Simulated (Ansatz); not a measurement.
# TaS2 (P-3m1) in Ansatz: further runs

Runs on TaS2. Level: PBE+D3(BJ). Tasks: single point, equation of state.

Program: Ansatz 0.2.0. These are calculated values, not measurements. Logs are shortened: lines on timing, memory, paths and dates and some standing lists are left out, and cuts for length are marked.

## Step 1: The structure

Symmetry: P-3m1, No. 164, trigonal system. The conventional cell has a = 3.350 Å, b = 3.350 Å, c = 5.860 Å, α = 90.00°, β = 90.00°, γ = 120.00°. Ta (site symmetry -3m) has 6 S at 2.43 Å as nearest neighbours. S (site symmetry 3m) has 3 Ta at 2.43 Å as nearest neighbours.

## Step 2: Single point, PBE+D3(BJ), 17.85 Å³/atom (volume scaled by 0.94)

File input.yaml:

```yaml
crystal:
  lattice:
    - [3.2816134642, 0.0, 0.0]
    - [-1.6408067321, 2.8419606254, 0.0]
    - [0.0, 0.0, 5.7403745971]
  atoms:
    - { symbol: Ta, position: [0.0, 0.0, 0.0] }
    - { symbol: S, position: [0.6666666667, 0.3333333333, 0.75] }
    - { symbol: S, position: [0.3333333333, 0.6666666667, 0.25] }
hamiltonian:
  xc: pbe
  pseudopotentials: { kind: paw }
  dispersion: d3bj
kpoints:
  mp_grid: { grid: [9, 9, 5] }
scf:
  occupations: { method: fermi_dirac, width: 0.05 }
output:
  forces: true
  stress: true
  eigenvalues: true
  write_density: true
  write_potential: true
  elf: true
  volumetric_format: npy
```

Potentials or basis: Ansatz PAW.

Launch:

```sh
$ ansatz run input.yaml --threads 2 --pin off --max-ram 5120MiB --backend cpu --events-out ev --progress --plain --runs-dir out
```

Output:

```text
Warning: RAYON_NUM_THREADS=2 ignored (pool sized by the plan → 2); use --threads N
Engine: ansatz 0.2.0, aarch64-unknown-linux-gnu
Pseudopotentials: kind: paw
Pseudopotential: Ta, paw, valence charge 13, recommended cutoff 420 eV (normal), Ta.paw.azcp
Pseudopotential: S, paw, valence charge 6, recommended cutoff 420 eV (normal), S.paw.azcp
Functional definition: PBE
  parameter kappa = 0.804
  parameter beta = 0.06672455060314922
  exchange = pbe_x(kappa = kappa, mu = beta*pi^2/3)
  correlation = pbe_c(beta = beta)
Crystal: 3 atoms, lattice volume = 53.536 Å³
Basis set: ecut = 420 eV, 1051 PW (Γ), exchange–correlation on 48×48×80 points (8 copies of the dense FFT grid, shifted against one another)
Bands: 17, of which v1, the nominal top of the filled ones, is band 13 counted from 1 (12 counted from 0)
Symmetry: 12 space group operations
Space group: P-3m1 (ITA 164), of the structure as read, at distance tolerance 3.8e-5 Å
k-points: 50 of 405
Non-local potential: Ta, projectors of the file, l = 0: 3, l = 1: 2, l = 2: 2, l = 3: 1
Non-local potential: S, projectors of the file, l = 0: 2, l = 1: 2, l = 2: 2
PAW form: soft (Blöchl's): semilocal exchange-correlation on the pseudo side does not see the compensation charge
PAW one-centre angular grid: Ta, 590 points (default); XC on 64 Gauss nodes
PAW one-centre angular grid: S, 110 points (default); XC on 64 Gauss nodes
Initial density: superposition of atomic densities (neutral atoms: chi_scale 0, normalization atom), corrected by the library's trained network
Initial wavefunctions: pseudopotential atomic-orbital guess
Functional: x = pbe(κ = 0.804, μ = 0.2195149727645171), c = pbe(β = 0.06672455060314922)
SCF iter   1: F=—  HF=-11740.380496 eV  |F-HF|=—  |Δ(HF+E_count)|=         —  Δρ=2.64e-3  dr2=5.97e-3  ethr=1.77e-3  ⟨swp⟩=6.0  Hψ=4921  notcnv=0
preconditioner: auto → Kerker (q_TF=auto, 2.403 Å⁻¹)  [metal: Δε(μ)=0.007 eV  Ē_g=9.368 eV  σ=0.050 eV  W_gap=0.04  n_scr=10 (ndim 8)  ℏωp=20.9 eV  f_vac=0.009  D(μ)=1.80/eV (n_scr^D=22)]
SCF iter   2: F=—  HF=-11740.377381 eV  |F-HF|=—  |Δ(HF+E_count)|=   3.12e-3  Δρ=1.35e-3  dr2=1.58e-3  ethr=2.39e-5  ⟨swp⟩=2.3  Hψ=1484  notcnv=0
SCF iter   3: F=—  HF=-11740.377573 eV  |F-HF|=—  |Δ(HF+E_count)|=   1.92e-4  Δρ=2.69e-4  dr2=1.78e-4  ethr=6.30e-6  ⟨swp⟩=2.0  Hψ=1172  notcnv=0
SCF iter   4: F=—  HF=-11740.377565 eV  |F-HF|=—  |Δ(HF+E_count)|=   8.35e-6  Δρ=1.21e-4  dr2=3.25e-5  ethr=7.10e-7  ⟨swp⟩=2.0  Hψ=1179  notcnv=0
SCF iter   5: F=—  HF=-11740.377630 eV  |F-HF|=—  |Δ(HF+E_count)|=   6.53e-5  Δρ=5.31e-5  dr2=2.76e-6  ethr=1.30e-7  ⟨swp⟩=2.0  Hψ=1173  notcnv=0
SCF iter   6: F=—  HF=-11740.377631 eV  |F-HF|=—  |Δ(HF+E_count)|=   1.30e-6  Δρ=1.26e-5  dr2=1.48e-7  ethr=1.10e-8  ⟨swp⟩=2.1  Hψ=1181  notcnv=0
SCF iter   7: F=-11740.377632 eV  HF=-11740.377632 eV  |F-HF|=2.20e-9  |Δ(HF+E_count)|=   1.40e-7  Δρ=2.71e-6  dr2=4.69e-9  ethr=4.00e-10  ⟨swp⟩=10.0  Hψ=6099  notcnv=0
SCF 1 converged in 7 iterations: F = -11740.377632 eV  dr2 = 4.69e-9
SCF converged after 7 iterations
Free energy (F): -11740.377632 eV
Harris-Foulkes:  -11740.377632 eV  (|F-HF|=2.20e-9)
Internal energy: -11740.363525 eV  (E = F + TS)
E sigma→0 (E₀):  -11740.370578 eV
Entropy (-TS):   -0.014106 eV (-4.702 meV/atom)
Fermi energy:    11.650921 eV
--- Per-component energies (eV) ---
  E_band       = -163.536166
  E_kinetic    = 589.436400
  E_local      = -1380.048618  (includes V_loc(G=0)·N_el)
  E_nonlocal   = 72.620129
  E_hartree    = 531.261556
  E_xc         = -416.456520
  E_vxc        = -383.922289  (∫ρ·V_xc dr)
  E_paw        = -9598.254104  (= ΣΔE_a)
  E_vpaw       = -124.146613  (= ΣTr[D̂ρ^β])
  E_aug_tail   = 0.000157  (compensation charges beyond the density's cutoff)
  E_ewald      = -1537.598270
  E_disp       = -1.324255  (pairwise vdW)
  E_smearing   = -0.014106  (= −TS)
  E_closure    = 0.000000  (closes the sum)
  Σ components = -11740.377632   (vs F -11740.377632, Δ=0.00e0)
--- Forces (eV/Å), atoms counted from 1 ---
  atom   1  Ta     0.00000000     0.00000000     0.00000000
  atom   2  S      0.00000000     0.00000000    -2.42379751
  atom   3  S      0.00000000    -0.00000000     2.42379751
  max |Σ_I F_I| component: 2.31e-18 eV/Å
--- Stress (GPa, compression-positive) ---
       14.511185       0.000000       0.000000
       -0.000000      14.511185      -0.000000
        0.000000      -0.000000      19.296858
  P = ⅓ Tr σ = 16.1064 GPa (161.064 kbar)
--- Band table (eV; the first three rows and the last of 50) ---
  k-point 0: bands = ["-56.8610", "-23.4539", "-23.3703", "-23.3703", "-3.9066", "-1.5564", "4.2884", "7.1449", "7.1449", "10.3124", "10.9254", "10.9254", "11.6513", "11.6513", "11.8982", "16.0108", "16.0108"]
  k-point 1: bands = ["-56.8610", "-23.4541", "-23.3703", "-23.3703", "-3.8201", "-1.7472", "4.6680", "7.1550", "7.1550", "9.3937", "10.8711", "10.8711", "11.6396", "11.6396", "12.5064", "16.1719", "16.1719"]
  k-point 2: bands = ["-56.8610", "-23.4542", "-23.3703", "-23.3703", "-3.6472", "-2.0738", "5.4723", "7.1717", "7.1717", "8.1461", "10.7869", "10.7869", "11.6200", "11.6200", "13.0240", "16.4520", "16.4520"]
  k-point 49: bands = ["-56.8402", "-23.6422", "-23.6422", "-23.3633", "-1.4975", "-1.4975", "5.7618", "5.7618", "5.9135", "7.7910", "7.9553", "7.9553", "12.9756", "13.2506", "13.2506", "16.9692", "16.9692"]
```

It took 1.8 s on 2 threads of Arm Neoverse V1, shared host; peak memory 0.34 GiB.

Results:

```
Free energy            : -11740.3776 eV
Pressure               : 16.1 GPa
Largest force          : 2.424 eV/Å
Band gap on the k mesh : none (metal or under the smearing width)
```

Caveat: forces of over 1 eV/Å show positions far from the minimum, so gaps and moduli don't describe the material at rest.

## Step 3: Single point, PBE+D3(BJ), 18.23 Å³/atom (volume scaled by 0.96)

Changes to input.yaml since step 2:

```diff
@@ -2,5 +2,5 @@
   lattice:
-    - [3.2816134642, 0.0, 0.0]
-    - [-1.6408067321, 2.8419606254, 0.0]
-    - [0.0, 0.0, 5.7403745971]
+    - [3.3047241796, 0.0, 0.0]
+    - [-1.6523620898, 2.8619750921, 0.0]
+    - [0.0, 0.0, 5.7808011022]
   atoms:
@@ -21,5 +21 @@
   eigenvalues: true
-  write_density: true
-  write_potential: true
-  elf: true
-  volumetric_format: npy
```

Potentials or basis: Ansatz PAW.

Launch:

```sh
$ ansatz run input.yaml --threads 2 --pin off --max-ram 5120MiB --backend cpu --events-out ev --progress --plain --runs-dir out
```

It took 1.3 s on 2 threads of Arm Neoverse V1, shared host; peak memory 0.34 GiB.

The run converged. Its results:

| Quantity | Value |
| --- | --- |
| Free energy | -11740.4780 eV |
| Pressure | 12.2 GPa |
| Largest force | 2.004 eV/Å |
| Band gap on the k mesh | none (metal or under the smearing width) |

Caveat: forces of over 1 eV/Å show positions far from the minimum, so gaps and moduli don't describe the material at rest.

## Step 4: Single point, PBE+D3(BJ), 18.60 Å³/atom (volume scaled by 0.98)

Changes to input.yaml since step 3:

```diff
@@ -2,5 +2,5 @@
   lattice:
-    - [3.3047241796, 0.0, 0.0]
-    - [-1.6523620898, 2.8619750921, 0.0]
-    - [0.0, 0.0, 5.7808011022]
+    - [3.3275161011, 0.0, 0.0]
+    - [-1.6637580505, 2.8817134751, 0.0]
+    - [0.0, 0.0, 5.8206699559]
   atoms:
@@ -21 +21,5 @@
   eigenvalues: true
+  write_density: true
+  write_potential: true
+  elf: true
+  volumetric_format: npy
```

Launch:

```sh
$ ansatz run input.yaml --threads 2 --pin off --max-ram 5120MiB --backend cpu --events-out ev --progress --plain --runs-dir out
```

It took 2 s on 2 threads of Arm Neoverse V1, shared host; peak memory 0.34 GiB.

It converged, with:

* Free energy: -11740.5520 eV
* Pressure: 8.7 GPa
* Largest force: 1.613 eV/Å
* Band gap on the k mesh: none (metal or under the smearing width)

Caveat: forces of over 1 eV/Å show positions far from the minimum, so gaps and moduli don't describe the material at rest.

## Step 5: Single point, PBE+D3(BJ), 18.98 Å³/atom

Changes to input.yaml since step 4:

```diff
@@ -2,5 +2,5 @@
   lattice:
-    - [3.3275161011, 0.0, 0.0]
-    - [-1.6637580505, 2.8817134751, 0.0]
-    - [0.0, 0.0, 5.8206699559]
+    - [3.35, 0.0, 0.0]
+    - [-1.675, 2.9011851027, 0.0]
+    - [0.0, 0.0, 5.86]
   atoms:
@@ -21,5 +21 @@
   eigenvalues: true
-  write_density: true
-  write_potential: true
-  elf: true
-  volumetric_format: npy
```

Launch:

```sh
$ ansatz run input.yaml --threads 2 --pin off --max-ram 5120MiB --backend cpu --events-out ev --progress --plain --runs-dir out
```

Run time: 1.3 s. Hardware: 2 threads of Arm Neoverse V1, shared host; peak memory 0.34 GiB.

It converged, with:

- Free energy: -11740.6021 eV
- Pressure: 5.5 GPa
- Largest force: 1.248 eV/Å
- Band gap on the k mesh: none (metal or under the smearing width)

Caveat: forces of over 1 eV/Å show positions far from the minimum, so gaps and moduli don't describe the material at rest.

## Step 6: Single point, PBE+D3(BJ), 19.36 Å³/atom (volume scaled by 1.02)

Changes to input.yaml since step 5:

```diff
@@ -2,5 +2,5 @@
   lattice:
-    - [3.35, 0.0, 0.0]
-    - [-1.675, 2.9011851027, 0.0]
-    - [0.0, 0.0, 5.86]
+    - [3.372186077, 0.0, 0.0]
+    - [-1.6860930385, 2.920398809, 0.0]
+    - [0.0, 0.0, 5.898809078]
   atoms:
```

Potentials or basis: Ansatz PAW.

Launch:

```sh
$ ansatz run input.yaml --threads 2 --pin off --max-ram 5120MiB --backend cpu --events-out ev --progress --plain --runs-dir out
```

It took 1.3 s on 2 threads of Arm Neoverse V1, shared host; peak memory 0.34 GiB.

It converged, with:

```yaml
Free_energy: -11740.6305 eV
Pressure: 2.6 GPa
Largest_force: 0.909 eV/Å
Band_gap_on_the_k_mesh: none (metal or under the smearing width)
```

## Step 7: Single point, PBE+D3(BJ), 19.74 Å³/atom (volume scaled by 1.04)

Changes to input.yaml since step 6:

```diff
@@ -2,5 +2,5 @@
   lattice:
-    - [3.372186077, 0.0, 0.0]
-    - [-1.6860930385, 2.920398809, 0.0]
-    - [0.0, 0.0, 5.898809078]
+    - [3.3940840028, 0.0, 0.0]
+    - [-1.6970420014, 2.939362969, 0.0]
+    - [0.0, 0.0, 5.9371141064]
   atoms:
```

Launch:

```sh
$ ansatz run input.yaml --threads 2 --pin off --max-ram 5120MiB --backend cpu --events-out ev --progress --plain --runs-dir out
```

It took 1.3 s on 2 threads of Arm Neoverse V1, shared host; peak memory 0.34 GiB.

The run converged. Its results:

```yaml
Free_energy: -11740.6394 eV
Pressure: 0.0 GPa
Largest_force: 0.592 eV/Å
Band_gap_on_the_k_mesh: none (metal or under the smearing width)
```

## Step 8: Single point, PBE+D3(BJ), 20.12 Å³/atom (volume scaled by 1.06)

Changes to input.yaml since step 7:

```diff
@@ -2,5 +2,5 @@
   lattice:
-    - [3.3940840028, 0.0, 0.0]
-    - [-1.6970420014, 2.939362969, 0.0]
-    - [0.0, 0.0, 5.9371141064]
+    - [3.4157029551, 0.0, 0.0]
+    - [-1.7078514776, 2.9580855309, 0.0]
+    - [0.0, 0.0, 5.9749311394]
   atoms:
```

Launch:

```sh
$ ansatz run input.yaml --threads 2 --pin off --max-ram 5120MiB --backend cpu --events-out ev --progress --plain --runs-dir out
```

Run time: 1.3 s. Hardware: 2 threads of Arm Neoverse V1, shared host; peak memory 0.34 GiB.

It converged, with:

| Item | Value |
| --- | --- |
| Free energy | -11740.6306 eV |
| Pressure | -2.4 GPa |
| Largest force | 0.296 eV/Å |
| Band gap on the k mesh | none (metal or under the smearing width) |

## Step 9: Equation of state, PBE+D3(BJ)

Potentials or basis: Ansatz PAW.

This step only gathers the single runs of the series.

What came out:

```yaml
Equilibrium_volume: 19.74 Å³/atom
Bulk_modulus_at_fixed_shape_and_positions: 130 GPa
Pressure_derivative_of_the_bulk_modulus: 4.1
```

Energy against volume, from the lowest point:
```tsv
volume (Å³/atom)	energy (meV/atom)
17.845	87.26
18.225	53.79
18.605	29.13
18.984	12.44
19.364	2.96
19.744	0.00
20.123	2.95
```

Caveat: the cell was scaled at fixed shape and fractional positions, which overstates the stiffness of a crystal with free parameters, most of all of layers and chains. The run has no spin-orbit coupling, so splittings on Ta are missing.
